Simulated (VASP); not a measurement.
# ZnO (P6_3mc) in VASP: a series of runs

The runs below take ZnO through single point, relaxation of cell and atoms, with PBE.

Program: VASP 6.6.1. These are calculated values, not measurements. Logs are shortened: lines on timing, memory, paths and dates and some standing lists are left out, and cuts for length are marked.

**The experiment to reproduce.**

“Electronic structure of alkaline earth and post-transition metal oxides”, 2009, arxiv:0908.1581 quotes, for a bulk crystal of ZnO: band gap 3.37 eV.

The results are compared with them further down.

### 1 The structure

Symmetry: P6_3mc, No. 186, hexagonal system. The conventional cell has a = 3.279 Å, b = 3.279 Å, c = 5.293 Å, α = 90.00°, β = 90.00°, γ = 120.00°. Zn (site symmetry 3m) is surrounded by 4 O at 2.00 to 2.01 Å. O (site symmetry 3m) is surrounded by 4 Zn at 2.00 to 2.01 Å.

The cell is a database's computed one.

### 2 Single point, PBE

File INCAR:

```
SYSTEM = ZnO
ALGO = Normal
EDIFF = 1E-6
ENCUT = 520
GGA = PE
ISIF = 2
ISMEAR = 0
LASPH = .TRUE.
LCHARG = .FALSE.
LREAL = .FALSE.
LWAVE = .FALSE.
NBANDS = 26
NELM = 100
PREC = Accurate
SIGMA = 0.02
```

File KPOINTS:

```
k-points
0
G
  9 9 6
  0 0 0
```

File POSCAR:

```
ZnO
1.0
    3.2793875104      0.0000000000      0.0000000000
   -1.6396937552      2.8400328929      0.0000000000
    0.0000000000      0.0000000000      5.2931776162
Zn O
2 2
Direct
    0.6666666667      0.3333333333      0.5006021939
    0.3333333333      0.6666666667      0.0006021939
    0.6666666667      0.3333333333      0.8797078061
    0.3333333333      0.6666666667      0.3797078061
```

Potentials or basis: VASP PAW PBE potentials, release 64 (Zn, O).

Command:

```sh
$ cat potpaw_PBE.64/Zn/POTCAR potpaw_PBE.64/O/POTCAR > POTCAR
$ mpirun -np 1 vasp_std > vasp.out
```

OUTCAR:

```text
SYSTEM = ZnO
   EDIFF = 1E-6
   ENCUT = 520
   GGA = PE
   ISIF = 2
   ISMEAR = 0
   LASPH = .TRUE.
   LREAL = .FALSE.
   NELM = 100
   PREC = Accurate

 ion  position               nearest neighbor table
   1  0.667  0.333  0.501-   4 2.00   4 2.00   4 2.00   3 2.01
   2  0.333  0.667  0.001-   3 2.00   3 2.00   3 2.00   4 2.01
   3  0.667  0.333  0.880-   2 2.00   2 2.00   2 2.00   1 2.01
   4  0.333  0.667  0.380-   1 2.00   1 2.00   1 2.00   2 2.01

  LATTYP: Found a hexagonal cell.
 ALAT       =     3.2793875104
 C/A-ratio  =     1.6140750672

  Lattice vectors:

 A1 = (   3.2793875104,   0.0000000000,   0.0000000000)
 A2 = (  -1.6396937552,   2.8400328929,   0.0000000000)
 A3 = (   0.0000000000,   0.0000000000,   5.2931776162)

Analysis of symmetry for initial positions (statically):
=====================================================================
 Subroutine PRICEL returns:
 Original cell was already a primitive cell.

 Routine SETGRP: Setting up the symmetry group for a
 hexagonal supercell.

 Subroutine GETGRP returns: Found 12 space group operations
 (whereof  6 operations were pure point group operations)
 out of a pool of 24 trial point group operations.

The static configuration has the point symmetry C_3v.
 The point group associated with its full space group is C_6v.

Analysis of symmetry for dynamics (positions and initial velocities):
=====================================================================
 Subroutine PRICEL returns:
 Original cell was already a primitive cell.

 Routine SETGRP: Setting up the symmetry group for a
 hexagonal supercell.

 Subroutine GETGRP returns: Found 12 space group operations
 (whereof  6 operations were pure point group operations)
 out of a pool of 24 trial point group operations.

The dynamic configuration has the point symmetry C_3v.
 The point group associated with its full space group is C_6v.

 Subroutine INISYM returns: Found 12 space group operations
 (whereof  6 operations are pure point group operations),
 and found     1 'primitive' translations

----------------------------------------------------------------------------------------

                                     Primitive cell

  volume of cell :      49.2984

  direct lattice vectors                    reciprocal lattice vectors
[... 89 lines left out ...]
   ENCUT  =  520.0 eV  38.22 Ry    6.18 a.u.   6.10  6.10  9.84*2*pi/ulx,y,z
   NELM   =    100;   NELMIN=  2; NELMDL= -5     # of ELM steps
   EDIFF  = 0.1E-05   stopping-criterion for ELM
   LREAL  =      F    real-space projection
   EDIFFG = 0.1E-04   stopping-criterion for IOM
   NSW    =      0    number of steps for IOM
   IBRION =     -1    ionic relax: 0-MD 1-quasi-New 2-CG
   NFREE  =      0    steps in history (QN), initial steepest desc. (CG)
   ISIF   =      2    stress and relaxation
   ISYM   =      2    0-nonsym 1-usesym 2-fastsym
   POTIM  = 0.5000    time-step for ionic-motion
   TEBEG  =    0.0;   TEEND  =   0.0 temperature during run
   PSTRESS=    0.0 pullay stress
   NELECT =      36.0000    total number of electrons
   NUPDOWN=      -1.0000    fix difference up-down
   EMIN   =  10.00;   EMAX   =-10.00  energy-range for DOS
   EFERMI =   0.00;   METHOD = LEGACY
   ISMEAR =     0;   SIGMA  =   0.02  broadening in eV -4-tet -1-fermi 0-gaus
   EFERMI_NEDOS =   21; number of points for ismear=-14 and -15
   IALGO  =     38    algorithm
   IMIX   =      4    mixing-type and parameters
     AMIX     =   0.40;   BMIX     =  1.00
     AMIX_MAG =   1.60;   BMIX_MAG =  1.00
  volume/ion in A,a.u.               =      12.32        83.17
  Fermi-wavevector in a.u.,A,eV,Ry     =   1.474229  2.785888 29.570218  2.173350
  Thomas-Fermi vector in A             =   2.589025
   LORBIT       =      0    0 simple, 1 ext, 2 COOP (PROOUT), +10 PAW based schemes
   GGA     = PE    functional components
   LHFCALC =     F    Hartree Fock is set to
   AEXX    =    0.0000 exact exchange contribution
   IVDW    =     0    specifies the selected vdW correction
   LEPSILON=     F    determine dielectric tensor
   LRPA    =     F    only Hartree local field effects (RPA)
 non-spin polarized calculation
 Gauss-broadening in eV      SIGMA  =   0.02
  energy-cutoff  :      520.00
  volume of cell :       49.30
 maximum number of plane-waves:      1350
   NGX = 13   NGY = 13   NGZ = 19

 number of electron      36.0000039 magnetization

 Free energy of the ion-electron system (eV)
  ---------------------------------------------------
  ext. energy  EPLUGINS =         0.00000000
  ---------------------------------------------------
  free energy    TOTEN  =       -17.86079555 eV

  energy without entropy =      -17.86079555  energy(sigma->0) =      -17.86079555

 E-fermi :   1.0104     XC(G=0): -10.7259

 val. band max:        0.8961448979   @ k =   0.0000   0.0000   0.0000
 cond. band min:       1.6239621272   @ k =   0.0000   0.0000   0.0000
 fundamental gap:      0.7278172293
 Fermi energy:         1.0103783048

 k-point     1 :       0.0000    0.0000    0.0000
  band No.  band energies     occupation
      1     -16.9228      2.00000
      2     -16.2553      2.00000
      3      -4.6415      2.00000
      4      -4.6415      2.00000
      5      -4.6017      2.00000
      6      -4.4873      2.00000
[... 685 lines left out ...]
     25      14.1767      0.00000
     26      14.9457      0.00000

 [... further k-points ...]

------------------------ aborting loop because EDIFF is reached ----------------------------------------

  FORCE on cell =-STRESS in cart. coord.  units (eV):
  Direction    XX          YY          ZZ          XY          YZ          ZX
  --------------------------------------------------------------------------------------
  -------------------------------------------------------------------------------------
  Total        0.2818074      0.2818074      0.2799506      0.0000000      0.0000000      0.0000000
  in kB        9.1586290      9.1586290      9.0982825      0.0000000      0.0000000      0.0000000
  external PRESSURE =       9.1385135 kB  Pullay stress =       0.0000000 kB

 VOLUME and BASIS-vectors are now :
 -----------------------------------------------------------------------------
  energy-cutoff  :      520.00
  volume of cell :       49.30
      direct lattice vectors                 reciprocal lattice vectors
     3.279387510  0.000000000  0.000000000     0.304934991  0.176054299  0.000000000
    -1.639693755  2.840032893  0.000000000     0.000000000  0.352108598  0.000000000
     0.000000000  0.000000000  5.293177616     0.000000000  0.000000000  0.188922434

 POSITION                                       TOTAL-FORCE (eV/Angst)
 -----------------------------------------------------------------------------------
      1.63969      0.94668      2.64978        -0.000000     -0.000000      0.001486
     -0.00000      1.89336      0.00319         0.000000      0.000000      0.001486
      1.63969      0.94668      4.65645         0.000000      0.000000     -0.001486
     -0.00000      1.89336      2.00986        -0.000000      0.000000     -0.001486
 -----------------------------------------------------------------------------------
    total drift:                               -0.000001     -0.000001     -0.001056

  FREE ENERGIE OF THE ION-ELECTRON SYSTEM (eV)
  ---------------------------------------------------
  free  energy   TOTEN  =       -17.8607955542 eV

  energy  without entropy=      -17.8607955542  energy(sigma->0) =      -17.86079555
```

OSZICAR:

```text
N       E                     dE             d eps       ncg     rms          rms(c)
DAV:   1     0.296485755308E+03    0.29649E+03   -0.18042E+04  2528   0.200E+03
DAV:   2     0.119320750493E+02   -0.28455E+03   -0.26575E+03  2648   0.410E+02
DAV:   3    -0.204264892483E+02   -0.32359E+02   -0.31931E+02  2732   0.140E+02
DAV:   4    -0.211016266251E+02   -0.67514E+00   -0.67337E+00  2800   0.207E+01
DAV:   5    -0.211050935314E+02   -0.34669E-02   -0.34666E-02  2714   0.154E+00    0.141E+01
DAV:   6    -0.176972978470E+02    0.34078E+01   -0.67542E+00  3990   0.626E+01    0.849E+00
DAV:   7    -0.178996964489E+02   -0.20240E+00   -0.29399E+00  2588   0.172E+01    0.511E+00
DAV:   8    -0.179088503700E+02   -0.91539E-02   -0.52004E-01  3568   0.737E+00    0.163E+00
DAV:   9    -0.178581219447E+02    0.50728E-01   -0.10377E-01  3606   0.630E+00    0.299E-01
DAV:  10    -0.178606590826E+02   -0.25371E-02   -0.35898E-02  2532   0.133E+00    0.124E-01
DAV:  11    -0.178607708450E+02   -0.11176E-03   -0.66726E-04  2758   0.452E-01    0.425E-02
DAV:  12    -0.178607883499E+02   -0.17505E-04   -0.18541E-04  3188   0.396E-01    0.156E-02
DAV:  13    -0.178608002366E+02   -0.11887E-04   -0.36097E-05  2794   0.991E-02    0.189E-02
DAV:  14    -0.178607957360E+02    0.45006E-05   -0.16727E-05  2746   0.356E-02    0.191E-03
DAV:  15    -0.178607955542E+02    0.18181E-06   -0.11479E-06  1750   0.930E-03
   1 F= -.17860796E+02 E0= -.17860796E+02  d E =-.315122E-18
```

Run time: 34 s. Hardware: 1 thread of Intel Xeon Platinum 8488C (Sapphire Rapids), shared host; peak memory 0.18 GiB.

What came out:

| Item | Value |
| --- | --- |
| Free energy | -17.8608 eV |
| Pressure | 0.9 GPa |
| Band gap on the k mesh | 0.73 eV, direct |

Levels at points of the mesh, in eV from the valence-band top:
```
           k point  band 16  band 17  band 18  band 19  band 20  band 21
(0.00, 0.00, 0.00)    -0.08     0.00     0.00     0.73     5.09     8.07
(0.00, 0.00, 0.50)    -0.37    -0.37    -0.37     3.36     3.36     9.91
```

### 3 Relaxation of cell and atoms, PBE

This run uses another cell than the first one, of 11.85 Å³/atom, 0.961 times its volume.

File INCAR:

```
PREC = Accurate
ENCUT = 600
EDIFF = 1E-7
ISMEAR = 0
SIGMA = 0.02
LREAL = False
LASPH = True
NELM = 100
ALGO = Normal
ISIF = 3
LWAVE = False
LCHARG = False
GGA = PE
IBRION = 2
NSW = 100
EDIFFG = -0.005
```

File KPOINTS:

```
regular mesh
0
Gamma
  9 9 6
```

File POSCAR:

```
ZnO
1.0
    3.2373510235      0.0000000000      0.0000000000
   -1.6186755117      2.8036282273      0.0000000000
    0.0000000000      0.0000000000      5.2220613000
Zn O
2 2
Direct
    0.6666666700      0.3333333300      0.5005917000
    0.3333333300      0.6666666700      0.0005917000
    0.6666666700      0.3333333300      0.8797183000
    0.3333333300      0.6666666700      0.3797183000
```

Potentials or basis: VASP PAW PBE potentials, release 64 (Zn, O).

Command:

```sh
$ cat potpaw_PBE.64/Zn/POTCAR potpaw_PBE.64/O/POTCAR > POTCAR
$ mpirun -np 1 vasp_std > vasp.out
```

Wall time 3.2 min (1 thread of Intel Xeon Platinum 8488C (Sapphire Rapids), shared host); peak memory 0.21 GiB.

Results (log left out):

```
Free energy                            : -17.8618 eV
Relaxed volume                         : 12.39 Å³/atom
Relaxed cell                           : a = 3.286 Å, b = 3.286 Å, c = 5.302 Å, α = 90.00°, β = 90.00°, γ = 120.00°
Space group after relaxing (to 0.05 Å) : P6_3mc (No. 186)
Energy gained by relaxing              : 10.6 meV/atom
Ionic steps                            : 5
Pressure after relaxing                : 0.0 GPa
Band gap on the k mesh                 : 0.72 eV, direct
```

The path:
```
step  energy change (eV)  largest force (eV/Å)  pressure (GPa)  volume (Å³)
   1              0.0000                0.0020            6.47        47.40
   2             -0.0318                0.0006           -2.79        50.75
   3             -0.0422                0.0009            0.03        49.59
   4             -0.0422                0.0010           -0.10        49.63
   5             -0.0422                0.0012            0.04        49.58
```

Final structure:
```
Zn O
1.0
     3.28589    0.00000    0.00000
    -1.64295    2.84567    0.00000
     0.00000    0.00000    5.30223
Zn O
2 2
Direct
  0.66667 0.33333 0.50057
  0.33333 0.66667 0.00057
  0.66667 0.33333 0.87974
  0.33333 0.66667 0.37974
```

Levels at points of the mesh, in eV from the valence-band top:
```tsv
k point	band 15	band 16	band 17	band 18	band 19	band 20	band 21	band 22
(0.00, 0.00, 0.00)	-0.75	-0.08	0.00	0.00	0.72	5.07	8.06	12.70
(0.00, 0.00, 0.50)	-0.37	-0.37	-0.37	-0.37	3.35	3.35	9.89	9.89
```

### 4 Against experiment

Step 2. A measured gap of ZnO is 3.37 eV (quoted in “Electronic structure of alkaline earth and post-transition metal oxides”, 2009, arxiv:0908.1581); the calculated 0.73 eV misses it by -2.64 eV. So large a miss can be the level of theory's own, or it may mean another phase, state or a wrong row. The value is that of PBE, without temperature or zero-point motion. Semilocal functionals fall short of measured gaps as a rule. The cell is a database's relaxed one, not the measured one, which moves gaps too.
